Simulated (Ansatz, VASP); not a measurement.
Given: the input of a run of VASP 6.6.1 on Pb (Lead). 

INCAR

```
PREC = Accurate
ENCUT = 600
EDIFF = 1E-6
ISMEAR = -1
SIGMA = 0.05
LREAL = False
LASPH = True
NELM = 80
ALGO = Fast
ISIF = 3
LWAVE = False
LCHARG = False
GGA = RE
IBRION = 2
NSW = 40
EDIFFG = -0.01
```

File KPOINTS:

```
Automatic mesh
0
Gamma
  9 9 9
```

File POSCAR:

```
Pb
1.0
    0.0000000000      2.4750200000      2.4750200000
    2.4750200000      0.0000000000      2.4750200000
    2.4750200000      2.4750200000      0.0000000000
Pb
1
Direct
    0.0000000000      0.0000000000      0.0000000000
```

Potentials or basis: VASP PAW PBE potentials, release 64 (Pb_d).

Launch:

```sh
$ cat potpaw_PBE.64/Pb_d/POTCAR > POTCAR
$ mpirun -np 1 vasp_std > vasp.out
```

Problem. Translate it to Ansatz 0.2.0. Potentials or basis there: Ansatz PAW, cutoff 420 eV.

Solution. As run (cutoffs and basis follow the program's own potentials, and thresholds, step limits or extra output files can differ):

Contents of input.yaml:

```yaml
crystal:
  lattice:
    - [0.0, 2.47502, 2.47502]
    - [2.47502, 0.0, 2.47502]
    - [2.47502, 2.47502, 0.0]
  atoms:
    - { symbol: Pb, position: [0.0, 0.0, 0.0] }
hamiltonian:
  xc: revpbe
  pseudopotentials: { kind: paw }
kpoints:
  mp_grid: { grid: [9, 9, 9] }
scf:
  occupations: { method: fermi_dirac, width: 0.05 }
output:
  forces: true
  stress: true
  write_density: true
  write_potential: true
  elf: true
  volumetric_format: npy
relax:
  f_tol: 0.01
  max_steps: 40
  cell: { stress_tol: 0.05 }
```

Potentials or basis: Ansatz PAW.

The run is started by

```bash
$ ansatz run input.yaml --threads 2 --pin off --max-ram 5632MiB --backend cpu --events-out ev --progress --plain --runs-dir out
```

Both were run:

|  | VASP | Ansatz |
| --- | --- | --- |
| Relaxed volume | 32.66 Å³/atom | 32.75 Å³/atom |
| Relaxed cell | a = 3.588 Å, b = 3.588 Å, c = 3.588 Å, α = 60.00°, β = 60.00°, γ = 60.00° | a = 3.591 Å, b = 3.591 Å, c = 3.591 Å, α = 60.00°, β = 60.00°, γ = 60.00° |
| Space group after relaxing | Fm-3m (No. 225) | Fm-3m (No. 225) |
| Pressure after relaxing | 0.0 GPa | 0.0 GPa |

Ansatz's pressure holds a Pulay term of +0.02 GPa for its cutoff of 420 eV, which the other run lacks.

VASP's potentials were made for PBE. Ansatz's potentials were made for PBE.

Where Ansatz's input types no cutoff or centring, it takes its own default and a Γ-centred mesh.

Pressure is positive in compression.
